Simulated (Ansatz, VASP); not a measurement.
**Au in VASP and in Ansatz**

```
Au
1.0
     2.90000    0.00000    0.00000
    -1.45000    2.51147    0.00000
     0.00000    0.00000    4.88000
Au
2
Direct
  0.35057 0.66667 0.75000
  0.66667 0.33333 0.25000
```

Alike in both runs: task single point; functional PBE; k mesh 14 × 14 × 8; occupations fermi-dirac, width 0.03 eV; no spin polarisation.

|  | VASP | Ansatz |
| --- | --- | --- |
| version | VASP 6.6.1 | Ansatz 0.2.0 |
| potentials or method | VASP PAW PBE potentials, release 64 (Au), cutoff 520 eV | all-electron LAPW, scalar-relativistic |

Ansatz gave:

- pressure (GPa): 2.0
- largest component of the traceless stress (GPa): 0.37
- rms of the force components (eV/Å): 0.011

Question: Which values does VASP return?

Answer: Pressure (GPa): 1.8; largest component of the traceless stress (GPa): 0.38; rms of the force components (eV/Å): 0.011.

Atom by atom the forces differ by 0.000 eV/Å (rms over components). Ansatz ran all-electron here, so the differences hold the error of VASP's frozen core and of both bases.

Spin-orbit coupling is left out, which matters for the levels of Au.
